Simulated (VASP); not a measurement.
# BN (Qingsongite) (F-43m) in VASP: further runs

The runs below take BN (Qingsongite) through single point, with PBE, LDA, r2SCAN.

Program: VASP 6.6.1. These are calculated values, not measurements. Logs are shortened: lines on timing, memory, paths and dates and some standing lists are left out, and cuts for length are marked.

**The experiment to reproduce.**

A printed reference work, monograph reports, for a bulk crystal of BN at 300 K: band gap 6.4 eV (indirect).

The results are compared with them further down.

## 1. The cell of the first run

The structure is cubic, space group F-43m (No. 216). The conventional cell has a = 3.610 Å, b = 3.610 Å, c = 3.610 Å, α = 90.00°, β = 90.00°, γ = 90.00°. Within 2.1 Å of B (site symmetry -43m) lie 4 N at 1.56 Å. Within 2.1 Å of N (site symmetry -43m) lie 4 B at 1.56 Å.

## 2. Single point, PBE

Input file INCAR:

```
ALGO = Normal
EDIFF = 1E-6
ENCUT = 520
GGA = PE
ISIF = 2
ISMEAR = -1
LASPH = T
LCHARG = F
LREAL = F
LWAVE = F
NBANDS = 11
NELM = 60
PREC = Accurate
SIGMA = 0.02
```

Input file KPOINTS:

```
k-points
0
Gamma
  12 12 12
```

Input file POSCAR:

```
BN
1.0
    0.0000000000      1.8048245570      1.8048245570
    1.8048245570      0.0000000000      1.8048245570
    1.8048245570      1.8048245570      0.0000000000
B N
1 1
Direct
    0.0000000000      0.0000000000      0.0000000000
    0.2500000000      0.2500000000      0.2500000000
```

Potentials or basis: VASP PAW PBE potentials, release 64 (B, N).

On the command line:

```
$ cat potpaw_PBE.64/B/POTCAR potpaw_PBE.64/N/POTCAR > POTCAR
$ mpirun -np 1 vasp_std > vasp.out
```

OUTCAR:

```text
EDIFF = 1E-6
   ENCUT = 520
   GGA = PE
   ISIF = 2
   ISMEAR = -1
   LASPH = T
   LREAL = F
   NELM = 60
   PREC = Accurate

 ion  position               nearest neighbor table
   1  0.000  0.000  0.000-   2 1.56   2 1.56   2 1.56   2 1.56
   2  0.250  0.250  0.250-   1 1.56   1 1.56   1 1.56   1 1.56

  LATTYP: Found a face centered cubic cell.
 ALAT       =     3.6096491140

  Lattice vectors:

 A1 = (   0.0000000000,   1.8048245570,   1.8048245570)
 A2 = (   1.8048245570,   0.0000000000,   1.8048245570)
 A3 = (   1.8048245570,   1.8048245570,   0.0000000000)

Analysis of symmetry for initial positions (statically):
=====================================================================
 Subroutine PRICEL returns:
 Original cell was already a primitive cell.

 Routine SETGRP: Setting up the symmetry group for a
 face centered cubic supercell.

 Subroutine GETGRP returns: Found 24 space group operations
 (whereof 24 operations were pure point group operations)
 out of a pool of 48 trial point group operations.

The static configuration has the point symmetry T_d .

Analysis of symmetry for dynamics (positions and initial velocities):
=====================================================================
 Subroutine PRICEL returns:
 Original cell was already a primitive cell.

 Routine SETGRP: Setting up the symmetry group for a
 face centered cubic supercell.

 Subroutine GETGRP returns: Found 24 space group operations
 (whereof 24 operations were pure point group operations)
 out of a pool of 48 trial point group operations.

The dynamic configuration has the point symmetry T_d .

 Subroutine INISYM returns: Found 24 space group operations
 (whereof 24 operations are pure point group operations),
 and found     1 'primitive' translations

----------------------------------------------------------------------------------------

                                     Primitive cell

  volume of cell :      11.7580

  direct lattice vectors                    reciprocal lattice vectors
     0.000000000  1.804824557  1.804824557    -0.277035238  0.277035238  0.277035238
     1.804824557  0.000000000  1.804824557     0.277035238 -0.277035238  0.277035238
     1.804824557  1.804824557  0.000000000     0.277035238  0.277035238 -0.277035238

  length of vectors
     2.552407366  2.552407366  2.552407366     0.479839107  0.479839107  0.479839107

  position of ions in fractional coordinates (direct lattice)
     0.000000000  0.000000000  0.000000000
     0.250000000  0.250000000  0.250000000

  ion indices of the primitive-cell ions
   primitive index   ion index
                 1           1
                 2           2

----------------------------------------------------------------------------------------

 KPOINTS: k-points

Automatic generation of k-mesh.
 Grid dimensions read from file:
 generate k-points for:   12   12   12

 Generating k-lattice:

  Cartesian coordinates                     Fractional coordinates (reciprocal lattice)
    -0.023086270  0.023086270  0.023086270     0.083333333  0.000000000  0.000000000
     0.023086270 -0.023086270  0.023086270     0.000000000  0.083333333  0.000000000
     0.023086270  0.023086270 -0.023086270     0.000000000  0.000000000  0.083333333

  Length of vectors
     0.039986592  0.039986592  0.039986592

  Shift w.r.t. Gamma in fractional coordinates (k-lattice)
     0.000000000  0.000000000  0.000000000

 Subroutine IBZKPT returns following result:
 ===========================================

 Found     72 irreducible k-points:

 Following reciprocal coordinates:
            Coordinates               Weight
  0.000000  0.000000  0.000000      1.000000
  0.083333  0.000000  0.000000      8.000000
  0.166667  0.000000  0.000000      8.000000
  0.250000  0.000000  0.000000      8.000000
  0.333333  0.000000  0.000000      8.000000
  0.416667  0.000000  0.000000      8.000000
[... 16 lines left out ...]
  0.500000  0.166667  0.000000     24.000000
 -0.416667  0.166667  0.000000     24.000000
 [... further k-points ...]
   k-points           NKPTS =     72   k-points in BZ     NKDIM =     72   number of bands    NBANDS=     11
   number of dos      NEDOS =    301   number of ions     NIONS =      2
   total plane-waves  NPLWV =   8000
   dimension x,y,z NGX =    20 NGY =   20 NGZ =   20
   dimension x,y,z NGXF=    40 NGYF=   40 NGZF=   40
   ions per type =               1   1
   NGX,Y,Z   is equivalent  to a cutoff of  13.03, 13.03, 13.03 a.u.
   NGXF,Y,Z  is equivalent  to a cutoff of  26.05, 26.05, 26.05 a.u.
 SYSTEM =  unknown system
   PREC   = accura    normal or accurate (medium, high low for compatibility)
   ISTART =      0    job   : 0-new  1-cont  2-samecut
   ICHARG =      2    charge: 1-file 2-atom 10-const
   ISPIN  =      1    spin polarized calculation?
   LNONCOLLINEAR =      F non collinear calculations
   LSORBIT =      F    spin-orbit coupling
   LASPH  =      T    aspherical Exc in radial PAW
   ENCUT  =  520.0 eV  38.22 Ry    6.18 a.u.   4.75  4.75  4.75*2*pi/ulx,y,z
   NELM   =     60;   NELMIN=  2; NELMDL= -5     # of ELM steps
   EDIFF  = 0.1E-05   stopping-criterion for ELM
   LREAL  =      F    real-space projection
   EDIFFG = 0.1E-04   stopping-criterion for IOM
   NSW    =      0    number of steps for IOM
   IBRION =     -1    ionic relax: 0-MD 1-quasi-New 2-CG
   NFREE  =      0    steps in history (QN), initial steepest desc. (CG)
   ISIF   =      2    stress and relaxation
   ISYM   =      2    0-nonsym 1-usesym 2-fastsym
   POTIM  = 0.5000    time-step for ionic-motion
   TEBEG  =    0.0;   TEEND  =   0.0 temperature during run
   PSTRESS=    0.0 pullay stress
   NELECT =       8.0000    total number of electrons
   NUPDOWN=      -1.0000    fix difference up-down
   EMIN   =  10.00;   EMAX   =-10.00  energy-range for DOS
   EFERMI =   0.00;   METHOD = LEGACY
   ISMEAR =    -1;   SIGMA  =   0.02  broadening in eV -4-tet -1-fermi 0-gaus
   EFERMI_NEDOS =   21; number of points for ismear=-14 and -15
   IALGO  =     38    algorithm
   IMIX   =      4    mixing-type and parameters
     AMIX     =   0.40;   BMIX     =  1.00
     AMIX_MAG =   1.60;   BMIX_MAG =  1.00
  volume/ion in A,a.u.               =       5.88        39.67
  Fermi-wavevector in a.u.,A,eV,Ry     =   1.439881  2.720980 28.208365  2.073256
  Thomas-Fermi vector in A             =   2.558687
   LORBIT       =      0    0 simple, 1 ext, 2 COOP (PROOUT), +10 PAW based schemes
   GGA     = PE    functional components
   LHFCALC =     F    Hartree Fock is set to
   AEXX    =    0.0000 exact exchange contribution
   IVDW    =     0    specifies the selected vdW correction
   LEPSILON=     F    determine dielectric tensor
   LRPA    =     F    only Hartree local field effects (RPA)
 non-spin polarized calculation
  energy-cutoff  :      520.00
  volume of cell :       11.76
 maximum number of plane-waves:       332
   NGX =  9   NGY =  9   NGZ =  9

 number of electron       7.9999999 magnetization

 Free energy of the ion-electron system (eV)
  ---------------------------------------------------
  ext. energy  EPLUGINS =         0.00000000
  ---------------------------------------------------
  free energy    TOTEN  =       -17.44834566 eV

  energy without entropy =      -17.44834566  energy(sigma->0) =      -17.44834566

 E-fermi :   7.9421     XC(G=0): -12.8440

 val. band max:        7.4577175307   @ k =   0.0000   0.0000   0.0000
 cond. band min:      11.9217537059   @ k =   0.5000   0.5000   0.0000
 fundamental gap:      4.4640361752
 Fermi energy:         7.9420593361

 k-point     1 :       0.0000    0.0000    0.0000
  band No.  band energies     occupation
      1     -12.8236      2.00000
      2       7.4577      2.00000
      3       7.4577      2.00000
      4       7.4577      2.00000
      5      16.2988      0.00000
      6      16.2988      0.00000
      7      16.2988      0.00000
      8      17.8795      0.00000
      9      32.2937      0.00000
     10      35.2804      0.00000
     11      35.2804      0.00000

 k-point     2 :       0.0833    0.0000    0.0000
  band No.  band energies     occupation
      1     -12.6539      2.00000
      2       6.5427      2.00000
      3       7.2761      2.00000
      4       7.2761      2.00000
      5      16.5154      0.00000
      6      16.5743      0.00000
      7      16.5743      0.00000
      8      18.4381      0.00000
      9      32.0800      0.00000
     10      33.0627      0.00000
     11      33.0627      0.00000

 k-point     3 :       0.1667    0.0000    0.0000
  band No.  band energies     occupation
      1     -12.1512      2.00000
      2       4.4366      2.00000
      3       6.8344      2.00000
      4       6.8344      2.00000
      5      16.8412      0.00000
      6      17.2142      0.00000
      7      17.2142      0.00000
      8      19.7598      0.00000
      9      31.5025      0.00000
     10      31.5025      0.00000
     11      31.5136      0.00000

 k-point     4 :       0.2500    0.0000    0.0000
  band No.  band energies     occupation
      1     -11.3389      2.00000
      2       1.9622      2.00000
      3       6.3247      2.00000
      4       6.3247      2.00000
      5      17.1510      0.00000
      6      17.8245      0.00000
      7      17.8245      0.00000
      8      21.0875      0.00000
      9      30.9635      0.00000
     10      31.0996      0.00000
     11      31.0996      0.00000
[... 239 lines left out ...]
 k-point    22 :       0.4167    0.1667    0.0000
  band No.  band energies     occupation
      1      -9.3798      2.00000
      2      -0.7432      2.00000
      3       4.3125      2.00000
      4       4.4893      2.00000
      5      15.9859      0.00000
      6      19.9287      0.00000
      7      20.3789      0.00000
      8      21.2704      0.00000
      9      27.9036      0.00000
     10      33.7735      0.00000
     11      35.9369      0.00000

 k-point    23 :       0.5000    0.1667    0.0000
  band No.  band energies     occupation
      1      -8.4069      2.00000
      2      -2.3070      2.00000
      3       3.7240      2.00000
      4       4.5626      2.00000
      5      16.3405      0.00000
      6      19.8651      0.00000
      7      20.1322      0.00000
      8      22.5833      0.00000
      9      28.2788      0.00000
     10      33.9538      0.00000
     11      35.1408      0.00000

 k-point    24 :      -0.4167    0.1667    0.0000
  band No.  band energies     occupation
      1      -8.2202      2.00000
      2      -2.5773      2.00000
      3       3.3200      2.00000
      4       4.8793      2.00000
      5      16.7941      0.00000
      6      19.7198      0.00000
      7      19.7345      0.00000
      8      23.2067      0.00000
      9      28.5671      0.00000
     10      32.8642      0.00000
     11      34.2280      0.00000

 [... further k-points ...]
[... 5 lines left out ...]
  --------------------------------------------------------------------------------------
  -------------------------------------------------------------------------------------
  Total        0.3688856      0.3688856      0.3688856      0.0000000      0.0000000     -0.0000000
  in kB       50.2651823     50.2651823     50.2651823      0.0000000      0.0000000     -0.0000000
  external PRESSURE =      50.2651823 kB  Pullay stress =       0.0000000 kB

 VOLUME and BASIS-vectors are now :
 -----------------------------------------------------------------------------
  energy-cutoff  :      520.00
  volume of cell :       11.76
      direct lattice vectors                 reciprocal lattice vectors
     0.000000000  1.804824557  1.804824557    -0.277035238  0.277035238  0.277035238
     1.804824557  0.000000000  1.804824557     0.277035238 -0.277035238  0.277035238
     1.804824557  1.804824557  0.000000000     0.277035238  0.277035238 -0.277035238

 POSITION                                       TOTAL-FORCE (eV/Angst)
 -----------------------------------------------------------------------------------
      0.00000      0.00000      0.00000         0.000000      0.000000      0.000000
      0.90241      0.90241      0.90241        -0.000000     -0.000000     -0.000000
 -----------------------------------------------------------------------------------
    total drift:                                0.000000      0.000000      0.000000

  FREE ENERGIE OF THE ION-ELECTRON SYSTEM (eV)
  ---------------------------------------------------
  free  energy   TOTEN  =       -17.4483456568 eV

  energy  without entropy=      -17.4483456568  energy(sigma->0) =      -17.44834566
```

It took 12 s on 1 thread of AMD EPYC 7R13 (Zen 3), shared host; peak memory 0.09 GiB.

Results:

```
Free energy            : -17.4483 eV
Pressure               : 5.0 GPa
Band gap on the k mesh : 4.46 eV, indirect (least direct gap 8.84 eV)
```

A k mesh can miss the band edges.

(Continued in part 2 of 2.)
